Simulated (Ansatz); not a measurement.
**Be: LAPW beside PAW**

The same cell of Be is computed with full-potential LAPW, PAW with frozen cores and all-electron PAW on datasets made for the crystal, to set the results side by side.

The COD cell was measured well above room temperature, so it is larger than a cold one.

Computed with Ansatz 0.2.0 (DFT PBE, scalar-relativistic, unless a step's input says otherwise).

1 further run of the same task is left out (set aside as unsound or not needed).

## Step 1: The starting structure

It takes space group P6_3/mmc (No. 194, hexagonal). Conventional cell: a = 2.300 Å, b = 2.300 Å, c = 3.601 Å, α = 90.00°, β = 90.00°, γ = 120.00°. Around Be (site symmetry -6m2) lie 12 Be at 2.24 to 2.30 Å.

As a file:

```cif
data_structure
_symmetry_space_group_name_H-M 'P 1'
_symmetry_Int_Tables_number 1
_cell_length_a 2.2995
_cell_length_b 2.2995
_cell_length_c 3.6009
_cell_angle_alpha 90.000
_cell_angle_beta 90.000
_cell_angle_gamma 120.000
_cell_volume 16.49
loop_
_atom_site_label
_atom_site_type_symbol
_atom_site_fract_x
_atom_site_fract_y
_atom_site_fract_z
_atom_site_occupancy
Be1 Be 0.33333 0.66667 0.25000 1
Be2 Be 0.66667 0.33333 0.75000 1
```

Structure: COD 9012017, as refined from experiment and not relaxed.

Atoms are numbered in the order of the input: Be1, Be2.

## Step 2: Full-potential LAPW

input.yaml reads:

```yaml
crystal:
  lattice:
    - [2.2995019849, 0.0, 0.0]
    - [-1.1497509925, 1.991427135, 0.0]
    - [0.0, 0.0, 3.6009]
  atoms:
    - { symbol: Be, position: [0.3333333333, 0.6666666667, 0.25] }
    - { symbol: Be, position: [0.6666666667, 0.3333333333, 0.75] }
kpoints:
  mp_grid: { grid: [20, 20, 11] }
  band_path:
    path:
      - [0.0, 0.0, 0.0]
      - [0.5, 0.0, 0.0]
      - [0.3333333333, 0.3333333333, 0.0]
      - [0.0, 0.0, 0.0]
      - [0.0, 0.0, 0.5]
      - [0.5, 0.0, 0.5]
      - [0.3333333333, 0.3333333333, 0.5]
      - [0.0, 0.0, 0.5]
      - [0.5, 0.0, 0.5]
    npoints: 14
scf:
  occupations: { method: fermi_dirac, width: 0.05 }
hamiltonian:
  xc: pbe
  pseudopotentials: { kind: all_electron, lapw: { basis_error: 0.001 } }
output:
  forces: true
  stress: true
  eigenvalues: true
  fatbands: true
  populations: true
  dos: { projected: true, de: 0.2, e_range: [-14, 8] }
```

Run with:

```console
$ ansatz run input.yaml --threads 1 --pin off --max-ram 2048MiB --backend cpu --events-out ev --progress --plain --runs-dir out
```

Log:

```text
Be: projections on atomic orbitals take those of the free atom 1s2 2s2, of charge +0.00 (hamiltonian.pseudopotentials.projection_atoms)
LAPW: plane waves up to 6.007 Å⁻¹, error target 1.0e-3 eV per atom; small_component_spin mean_spin; Be in spheres of 1.119 Å, 4 of its electrons in bands, Dirac shells []
Engine: ansatz 0.2.0
Pseudopotentials: kind: all_electron
Pseudopotential: Be, LAPW, valence charge 4, Koelling and Harmon's equation, gaussian nucleus
Functional definition: PBE
  parameter kappa = 0.804
  parameter beta = 0.06672455060314922
  exchange = pbe_x(kappa = kappa, mu = beta*pi^2/3)
  correlation = pbe_c(beta = beta)
Crystal: 2 atoms, lattice volume = 16.490 Å³
Basis set: ecut = 137.48494635238382 eV, 55 PW (Γ), exchange–correlation at level 2
Bands: 8, of which v1, the nominal top of the filled ones, is band 4 counted from 1 (3 counted from 0)
Symmetry: 24 space group operations
Space group: P63/mmc (ITA 194), of the structure as read, at distance tolerance 2.5e-5 Å
k-points: 264 of 4400
Non-local potential: Be, projectors of the file, none
Initial density: superposition of atomic densities (chi_scale 0.1, normalization cell)
Initial wavefunctions: plane waves of lowest kinetic energy (no species holds an atomic orbital)
Functional: x = pbe(κ = 0.804, μ = 0.2195149727645171), c = pbe(β = 0.06672455060314922)
iter 1 solved again at ethr=2.79e-4 eV; its pass at ethr=1.00e-1 eV (dr2=2.23e-2 eV) is discarded
SCF iter   1: F=—  HF=-803.827208 eV  |F-HF|=—  |Δ(HF+E_count)|=         —  Δρ=1.29e-2  dr2=2.24e-2  ethr=2.79e-4  ⟨swp⟩=2.9  Hψ=18969  notcnv=0
preconditioner: auto → none  [metal: Δε(μ)=0.061 eV  Ē_g=12.509 eV  σ=0.050 eV  W_gap=0.29  n_scr=2 (ndim 8)  ℏωp=18.3 eV  f_vac=0.000  D(μ)=0.10/eV (n_scr^D=0)  sad-step TF]
SCF iter   2: F=—  HF=-803.816778 eV  |F-HF|=—  |Δ(HF+E_count)|=   1.04e-2  Δρ=8.43e-3  dr2=9.61e-3  ethr=2.79e-4  ⟨swp⟩=2.0  Hψ=5211  notcnv=0
iter 3 solved again at ethr=9.62e-7 eV; its pass at ethr=1.20e-4 eV (dr2=7.70e-5 eV) is discarded
SCF iter   3: F=—  HF=-803.813649 eV  |F-HF|=—  |Δ(HF+E_count)|=   3.13e-3  Δρ=7.50e-4  dr2=7.63e-5  ethr=9.62e-7  ⟨swp⟩=2.0  Hψ=9465  notcnv=0
SCF iter   4: F=—  HF=-803.813632 eV  |F-HF|=—  |Δ(HF+E_count)|=   1.66e-5  Δρ=1.83e-5  dr2=2.84e-8  ethr=9.54e-7  ⟨swp⟩=2.0  Hψ=5212  notcnv=0
SCF iter   5: F=-803.813632 eV  HF=-803.813632 eV  |F-HF|=1.81e-9  |Δ(HF+E_count)|=   3.52e-8  Δρ=1.24e-6  dr2=1.73e-10  ethr=3.55e-10  ⟨swp⟩=3.1  Hψ=5712  notcnv=0
SCF 1 converged in 5 iterations: F = -803.813632 eV  dr2 = 1.73e-10
NSCF: frozen V_eff on 113 k-points
SCF converged after 5 iterations
Free energy (F): -803.813632 eV
Harris-Foulkes:  -803.813632 eV  (|F-HF|=1.81e-9)
Internal energy: -803.812741 eV  (E = F + TS)
E sigma→0 (E₀):  -803.813187 eV
Entropy (-TS):   -0.000891 eV (-0.446 meV/atom)
Fermi energy:    8.138531 eV
--- Per-component energies (eV) ---
  E_band       = -354.618169
  E_kinetic    = 797.404273
  E_xc         = -158.367934
  E_electrostatic = -1442.849080  (all electrons and nuclei)
  E_smearing   = -0.000891  (= −TS)
  E_closure    = 0.000000  (closes the sum)
  E_atoms      = -796.361429  (free atoms, spherical and without spin; not in F)
  Σ components = -803.813632   (vs F -803.813632, Δ=0.00e0)
  Basis errors (estimates in eV, not in F): energy 9.7e-4 per atom: plane waves 9.3e-4 (6.9e-4 summed), levels above the bands 9.9e-89, relativity 2.5e-9, radial functions 4.3e-5, core shells 0.0e0; eigenvalues (radial functions only) 3.1e-5; not estimated: angular momenta, meshes, grids; target (lapw.basis_error) 1.0e-3; muffin-tin radii Be 1.119 Å
--- Forces (eV/Å), atoms counted from 1 ---
  atom   1  Be    -0.00000000     0.00000000     0.00000000
  atom   2  Be     0.00000000    -0.00000000     0.00000000
  max |Σ_I F_I| component: 1.85e-17 eV/Å
--- Stress (GPa, compression-positive) ---
       -4.696389      -0.000000       0.000000
       -0.000000      -4.696389       0.000000
        0.000000       0.000000      -4.797715
  P = ⅓ Tr σ = -4.7302 GPa (-47.302 kbar)
--- Band table (eV; the first three rows and the last of 264) ---
  k-point 0: bands = ["-91.9533", "-91.9294", "-2.9043", "3.9700", "9.2811", "23.5833", "23.5833", "26.3798"]
  k-point 1: bands = ["-91.9528", "-91.9299", "-2.8334", "3.5404", "9.8732", "23.6467", "23.6467", "26.3564"]
  k-point 2: bands = ["-91.9514", "-91.9313", "-2.6205", "2.5999", "11.3011", "23.8345", "23.8345", "26.2738"]
  k-point 263: bands = ["-91.9288", "-91.9286", "6.8650", "6.9131", "8.3966", "9.2254", "14.1496", "14.3121"]
--- Löwdin populations: 2 sites ---
  site symbol       q [e]
     0     Be      3.2523
     1     Be      3.2523
  spilling = 0.186932 (of n_electrons = 8.000000)
```

Run time: 8.7 s. Hardware: 1 thread of Arm Neoverse V1, shared host; peak memory 0.24 GiB.

This run gives: pressure -4.73 GPa; no gap.

Levels at the path's labelled points, in eV from the Fermi level:

| point | band 1 | band 2 | band 3 | band 4 | band 5 | band 6 | band 7 |
| --- | --- | --- | --- | --- | --- | --- | --- |
| Γ | -100.09 | -100.07 | -11.04 | -4.17 | 1.14 | 15.44 | 15.44 |
| M | -100.07 | -100.06 | -4.80 | -3.04 | 3.62 | 6.44 | 6.62 |
| K | -100.07 | -100.07 | -2.33 | -0.96 | -0.96 | 6.59 | 6.59 |
| Γ | -100.09 | -100.07 | -11.04 | -4.17 | 1.14 | 15.44 | 15.44 |
| A | -100.08 | -100.08 | -8.90 | -8.90 | 10.61 | 10.61 | 17.06 |
| L | -100.07 | -100.07 | -3.43 | -3.43 | 1.50 | 1.50 | 11.66 |
| H | -100.07 | -100.07 | -1.04 | -1.04 | 0.45 | 0.45 | 6.00 |
| A | -100.08 | -100.08 | -8.90 | -8.90 | 10.61 | 10.61 | 17.06 |
| L | -100.07 | -100.07 | -3.43 | -3.43 | 1.50 | 1.50 | 11.66 |

States per cell, counted by energy window (eV from the Fermi level, on a grid of 0.20 eV):

| from | to | total | Be 2s |
| --- | --- | --- | --- |
| -10 | -9 | 0.21 | 0.20 |
| -9 | -8 | 0.27 | 0.26 |
| -8 | -7 | 0.33 | 0.31 |
| -7 | -6 | 0.38 | 0.34 |
| -6 | -5 | 0.44 | 0.36 |
| -5 | -4 | 0.53 | 0.35 |
| -4 | -3 | 0.51 | 0.23 |
| -3 | -2 | 0.57 | 0.19 |
| -2 | -1 | 0.43 | 0.11 |
| -1 | 0 | 0.21 | 0.04 |
| 0 | 1 | 0.11 | 0.01 |
| 1 | 2 | 0.54 | 0.22 |
| 2 | 3 | 0.70 | 0.23 |
| 3 | 4 | 0.50 | 0.10 |
| 4 | 5 | 0.48 | 0.07 |

## Step 3: PAW with frozen cores

Changes to input.yaml since step 2:

```diff
@@ -26,3 +26,3 @@
   xc: pbe
-  pseudopotentials: { kind: all_electron, lapw: { basis_error: 0.001 } }
+  pseudopotentials: { kind: paw }
 output:
@@ -31,4 +31,9 @@
   eigenvalues: true
-  fatbands: true
+  efg: { contact_densities: true }
   populations: true
+  bader: true
   dos: { projected: true, de: 0.2, e_range: [-14, 8] }
+  write_density: true
+  write_potential: true
+  elf: true
+  volumetric_format: npy
```

Run with:

```console
$ ansatz run input.yaml --threads 1 --pin off --max-ram 2048MiB --backend cpu --events-out ev --progress --plain --runs-dir out
```

Log:

```text
[... 1 set-up line as earlier in the session ...]
Pseudopotentials: kind: paw
Pseudopotential: Be, paw, valence charge 2, recommended cutoff 420 eV (normal)
[... 5 set-up lines as earlier in the session ...]
Crystal: 2 atoms, lattice volume = 16.490 Å³
Basis set: ecut = 420 eV, 313 PW (Γ), exchange–correlation on 32×32×50 points (8 copies of the dense FFT grid, shifted against one another)
Bands: 6, of which v1, the nominal top of the filled ones, is band 2 counted from 1 (1 counted from 0)
[... 2 set-up lines as earlier in the session ...]
k-points: 264 of 4400
Non-local potential: Be, projectors of the file, l = 0: 2, l = 1: 2, l = 2: 1
PAW form: soft (Blöchl's): semilocal exchange-correlation on the pseudo side does not see the compensation charge
PAW one-centre angular grid: Be, 110 points (default); XC on 64 Gauss nodes
Initial density: superposition of atomic densities (neutral atoms: chi_scale 0, normalization atom), corrected by the library's trained network
Initial wavefunctions: pseudopotential atomic-orbital guess
[... 1 set-up line as earlier in the session ...]
SCF iter   1: F=—  HF=-185.518268 eV  |F-HF|=—  |Δ(HF+E_count)|=         —  Δρ=8.18e-4  dr2=6.87e-5  ethr=1.77e-3  ⟨swp⟩=5.4  Hψ=14326  notcnv=0
preconditioner: auto → none  [metal: Δε(μ)=0.048 eV  Ē_g=12.502 eV  σ=0.050 eV  W_gap=0.23  n_scr=2 (ndim 8)  ℏωp=18.3 eV  f_vac=0.000  D(μ)=0.10/eV (n_scr^D=0)  sad-step TF]
SCF iter   2: F=—  HF=-185.518267 eV  |F-HF|=—  |Δ(HF+E_count)|=   1.51e-6  Δρ=5.04e-4  dr2=2.77e-5  ethr=1.72e-6  ⟨swp⟩=1.4  Hψ=3809  notcnv=0
iter 3 did not close the SCF: its close was put off for the readings that it lacked (scf_convergence_deferred on its scf_iter line)
SCF iter   3: F=-185.518251 eV  HF=-185.518252 eV  |F-HF|=1.79e-7  |Δ(HF+E_count)|=   1.50e-5  Δρ=2.10e-5  dr2=4.25e-8  ethr=6.94e-7  ⟨swp⟩=1.0  Hψ=1584  notcnv=0
iter 4 did not close the SCF: its close was put off for the readings that it lacked (scf_convergence_deferred on its scf_iter line)
SCF iter   4: F=-185.518251 eV  HF=-185.518251 eV  |F-HF|=1.74e-10  |Δ(HF+E_count)|=   1.97e-7  Δρ=3.14e-6  dr2=1.25e-9  ethr=1.06e-9  ⟨swp⟩=2.0  Hψ=1986  notcnv=0
iter 5 did not close the SCF: its close was put off for the readings that it lacked (scf_convergence_deferred on its scf_iter line)
SCF iter   5: F=-185.518251 eV  HF=-185.518251 eV  |F-HF|=9.09e-13  |Δ(HF+E_count)|=  1.42e-10  Δρ=5.12e-7  dr2=2.66e-11  ethr=3.12e-11  ⟨swp⟩=1.0  Hψ=1584  notcnv=0
SCF iter   6: F=-185.518251 eV  HF=-185.518251 eV  |F-HF|=0.00e0  |Δ(HF+E_count)|=  1.99e-12  Δρ=2.10e-8  dr2=4.50e-14  ethr=1.00e-12  ⟨swp⟩=3.0  Hψ=5030  notcnv=0
SCF 1 converged in 6 iterations: F = -185.518251 eV  dr2 = 4.50e-14
NSCF: frozen V_eff on 113 k-points
SCF converged after 6 iterations
Free energy (F): -185.518251 eV
Harris-Foulkes:  -185.518251 eV  (|F-HF|=0.00e0)
Internal energy: -185.517360 eV  (E = F + TS)
E sigma→0 (E₀):  -185.517806 eV
Entropy (-TS):   -0.000891 eV (-0.446 meV/atom)
Fermi energy:    7.666796 eV
--- Per-component energies (eV) ---
  E_band       = 11.229036
  E_kinetic    = 40.976032
  E_local      = 5.315715  (includes V_loc(G=0)·N_el)
  E_nonlocal   = 8.712071
  E_hartree    = 0.080233
  E_xc         = -39.200594
  E_vxc        = -41.143131  (∫ρ·V_xc dr)
  E_paw        = -119.075954  (= ΣΔE_a)
  E_vpaw       = -2.792116  (= ΣTr[D̂ρ^β])
  E_aug_tail   = -0.000001  (compensation charges beyond the density's cutoff)
  E_ewald      = -82.324862
  E_smearing   = -0.000891  (= −TS)
  E_closure    = 0.000000  (closes the sum)
  Σ components = -185.518251   (vs F -185.518251, Δ=0.00e0)
--- Forces (eV/Å), atoms counted from 1 ---
  atom   1  Be    -0.00000000     0.00000000     0.00000000
  atom   2  Be     0.00000000    -0.00000000     0.00000000
  max |Σ_I F_I| component: 7.40e-17 eV/Å
--- Stress (GPa, compression-positive) ---
       -4.681234       0.000000       0.000000
       -0.000000      -4.681234       0.000000
        0.000000       0.000000      -4.774503
  P = ⅓ Tr σ = -4.7123 GPa (-47.123 kbar)
--- PAW observables at the nuclei: V_zz in 10²¹ V/m², potentials from the cell's mean, atoms counted from 1 ---
  atom   1  Be V_zz =    -0.035667   η = 0.0000   by run symmetry: allowed
            electrostatic potential = -242.055044 V   contact ρ = 238.491082 e/Å³
  atom   2  Be V_zz =    -0.035667   η = 0.0000   by run symmetry: allowed
            electrostatic potential = -242.055044 V   contact ρ = 238.491082 e/Å³
--- Band table (eV; the first three rows and the last of 264) ---
  k-point 0: bands = ["-3.3761", "3.4981", "8.8095", "23.1038", "23.1038", "25.9030"]
  k-point 1: bands = ["-3.3051", "3.0694", "9.4013", "23.1677", "23.1677", "25.8799"]
  k-point 2: bands = ["-3.0921", "2.1292", "10.8286", "23.3557", "23.3557", "25.7970"]
  k-point 263: bands = ["6.3935", "6.4416", "7.9250", "8.7536", "13.6748", "13.8372"]
--- Löwdin populations: 2 sites ---
  site symbol       q [e]
     0     Be      1.2656
     1     Be      1.2656
  spilling = 0.367222 (of n_electrons = 4.000000)
--- Bader charges: 2 sites ---
  site symbol  charge [e]  shift [e] shared [e]
     0     Be      0.1764     0.0000     0.0000
     1     Be      0.1764     0.0000     0.0000
  maxima off the nuclei: 2, with 0.3528 electrons
  on the straight line to a nucleus their density falls by 4.5e-4 of itself; PAW files or a low cutoff
  can make one that falls by little (a run on other files and one at a higher cutoff tell): if they did, read the shared
  charge, to which what the maxima have on the atom's side is counted
  estimated error of the sums over rays = 4.6e-4 e
```

It took 54 s on 1 thread of Arm Neoverse V1, shared host; peak memory 0.32 GiB.

This run gives: pressure -4.71 GPa; no gap; Vzz Be1 -0.04 (η = 0.00) (10²¹ V/m²).

Density in a lattice plane of the grid's cell (edges 2.30 and 3.60 Å, at 0.333 of the third edge), which holds Be.

Ten even steps from ' ' (0.07 e/Å³) to '@' (0.28 e/Å³):
```
%%%%%%%%%%%%%%@@@@@@@@@@@@@@@@%%
%%%%%%%%%%%%%%%%%%%%%%%%%%%%%%%%
%%%%%%%%%%%%%%%%##**++++++##%%%%
%%%%%%%%%%%%%%##++--....::++##%%
%%%%%%%%%%%%%%##++::    ..==**%%
%%%%%%%%%%%%%%##**--::..::++##%%
%%%%%%%%%%%%%%%%##**++++++##%%%%
%%%%%%%%%%%%%%%%%%%%%%%%%%%%%%%%
%%%%%%%%%%%%%%@@@@@@@@@@@@@@@@%%
%%%%%%%%%%%%%%@@@@@@@@@@@@@@@@%%
%%%%%%%%%%%%%%@@@@@@@@@@@@@@@@%%
%%%%%%%%%%%%%%@@@@@@@@@@@@@@@@@@
%%%%%%%%%%%%@@@@@@@@@@@@@@@@@@@@
%%%%%%##%%%%@@@@@@@@@@@@@@@@@@@@
%%%%####%%%%@@@@@@@@@@@@@@@@@@@@
%%%%%%##%%%%@@@@@@@@@@@@@@@@@@@@
%%%%%%%%%%%%@@@@@@@@@@@@@@@@@@@@
%%%%%%%%%%%%%%@@@@@@@@@@@@@@@@@@
%%%%%%%%%%%%%%@@@@@@@@@@@@@@@@%%
%%%%%%%%%%%%%%@@@@@@@@@@@@@@@@%%
```
Columns run along the first of these edges and rows up along the second, over one cell in 16 and 20 even steps from the bottom left corner. Atoms in the plane (fractional): Be at (0.67, 0.75).

ELF in the same plane.

Ten even steps from ' ' (0.00) to '@' (0.76):
```
################****++++****####
############**++==--::::::--++**
**########**++--..        ..::==
**########**==::            ..--
++########**==..            ..--
**########**==::            ..--
**########**++--..        ..--==
############**++==--::::::--++**
################****++++++****##
##############%%%%%%%%%%%%%%%%%%
####****####%%%%%%%%@@@@@@%%%%%%
##**++++**####%%@@@@@@@@@@@@%%%%
**++====++**##%%@@@@@@@@@@@@%%##
**==----==++##%%@@@@@@@@@@@@%%##
++==------++**%%@@@@@@@@@@@@%%##
**==----==++##%%@@@@@@@@@@@@%%##
**++====++**##%%@@@@@@@@@@@@%%##
##**++++**####%%@@@@@@@@@@@@%%%%
####****####%%%%%%@@@@@@@@%%%%%%
############%%%%%%%%%%%%%%%%%%%%
```
Columns run along the first of these edges and rows up along the second, over one cell in 16 and 20 even steps from the bottom left corner. Atoms in the plane (fractional): Be at (0.67, 0.75).

Both are smooth fields of the valence electrons: close to the nuclei they are not physical.

The highest ELF values outside the cores: 0.77 between the atoms, 1.3 Å from Be.

## Step 4: All-electron PAW on datasets made for the crystal

Changes to input.yaml since step 3:

```diff
@@ -21,3 +21,3 @@
       - [0.5, 0.0, 0.5]
-    npoints: 14
+    npoints: 8
 scf:
@@ -26,3 +26,3 @@
   xc: pbe
-  pseudopotentials: { kind: paw }
+  pseudopotentials: { kind: all_electron, datasets: crystal }
 output:
@@ -32,8 +32 @@
   efg: { contact_densities: true }
-  populations: true
-  bader: true
-  dos: { projected: true, de: 0.2, e_range: [-14, 8] }
-  write_density: true
-  write_potential: true
-  elf: true
-  volumetric_format: npy
```

Run with:

```console
$ ansatz run input.yaml --threads 1 --pin off --max-ram 2048MiB --backend cpu --events-out ev --progress --plain --runs-dir out
```

Log, shortened:

```text
[...]
band count auto-derived: 7 (N_el = 4.0; filled up to band 2; 6 by the electrons, moments and atoms)
[...]
[... 1 set-up line as earlier in the session ...]
Pseudopotential: Be, paw, valence charge 2, recommended cutoff 220 eV (normal), Koelling and Harmon's equation, gaussian nucleus
[... 1 set-up line as earlier in the session ...]
[...]
Crystal: 2 atoms, lattice volume = 16.490 Å³
Basis set: ecut = 220 eV, 123 PW (Γ), exchange–correlation on 24×24×36 points (8 copies of the dense FFT grid, shifted against one another)
Bands: 7, of which v1, the nominal top of the filled ones, is band 2 counted from 1 (1 counted from 0)
[... 2 set-up lines as earlier in the session ...]
k-points: 264 of 4400
[...]
SCF iter   1: F=—  HF=-803.514581 eV  |F-HF|=—  |Δ(HF+E_count)|=         —  Δρ=2.37e-2  dr2=4.24e-2  ethr=1.07e-3  ⟨swp⟩=2.9  Hψ=12526  notcnv=0
[...]
  The terms above E_closure are by the made datasets' own strengths, without shells solved beside the bands.
--- Forces (eV/Å), atoms counted from 1 ---
  atom   1  Be    -0.00000000     0.00000000     0.00000000
  atom   2  Be     0.00000000    -0.00000000     0.00000000
[...]
--- Stress (GPa, compression-positive) ---
       -4.708403       0.000000       0.000000
        0.000000      -4.708403       0.000000
        0.000000       0.000000      -4.798606
  P = ⅓ Tr σ = -4.7385 GPa (-47.385 kbar)
--- PAW observables at the nuclei: V_zz in 10²¹ V/m², potentials from the cell's mean, atoms counted from 1 ---
  atom   1  Be V_zz =    -0.038003   η = 0.0000   by run symmetry: allowed
            electrostatic potential = -242.088505 V   contact ρ = 238.523518 e/Å³
  atom   2  Be V_zz =    -0.038003   η = 0.0000   by run symmetry: allowed
            electrostatic potential = -242.088505 V   contact ρ = 238.523518 e/Å³
--- Band table (eV; the first three rows and the last of 264) ---
  k-point 0: bands = ["-2.9044", "3.9690", "9.2809", "23.5793", "23.5793"]
[...]
```

Wall time 6.5 s (1 thread of Arm Neoverse V1, shared host); peak memory 0.3 GiB.

This run gives: pressure -4.74 GPa; no gap; Vzz Be1 -0.04 (η = 0.00) (10²¹ V/m²).

| atom | contact density (e/Å³) |
| --- | --- |
| Be1 | 238.5235 |

## Step 5: Side by side

| method | pressure (GPa) | Vzz Be1 (10²¹ V/m²) | SCF cycles, all passes |
| --- | --- | --- | --- |
| LAPW | -4.73 | – | 5 |
| PAW | -4.71 | -0.04 | 6 |
| crystal datasets | -4.74 | -0.04 | 5 |

## Step 6: Results

```
         quantity                                              value
         pressure  LAPW -4.73, PAW -4.71, crystal datasets -4.74 GPa
       gap (LAPW)                                               none
highest ELF (PAW)                               0.77, 1.33 Å from Be
```

In words: At this geometry the cell is under tension of 4.7 GPa, so it would shrink if let go. There is no gap at this level; the crystal is a metal here. In pressure, PAW differs from LAPW by +0.02 GPa.
